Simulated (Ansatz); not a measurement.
SnTe in Ansatz: the effect of functional

Crystal: SnTe.

```xyz
2
Lattice="0.0000 3.0865 3.0865 3.0865 0.0000 3.0865 3.0865 3.0865 0.0000" Properties=species:S:1:pos:R:3 pbc="T T T"
Te    3.0865    3.0865    3.0865
Sn    0.0000    0.0000    0.0000
```

The cell isn't the ideal one: volume scaled by 0.94.

Alike in all runs:

```yaml
Program: Ansatz 0.2.0
Task: single point
Potentials_or_basis: Ansatz PAW
k_mesh: 7 × 7 × 7
Occupations: fermi-dirac, width 0.05 eV
Spin: no spin polarisation
```

```tsv
functional	cutoff	pressure (GPa)
LDA	420 eV (not typed: the program's choice for these potentials)	1.5
r2SCAN	500 eV (not typed: the program's choice for these potentials)	?
PBE	420 eV (not typed: the program's choice for these potentials)	5.7
```

Q: What does the run with functional r2SCAN give?

A: Pressure 5.1 GPa.

Caveats: the PAW data sets come from PBE, with cores solved anew for the run's functional, which leaves a small shift of forces and pressure (some runs).
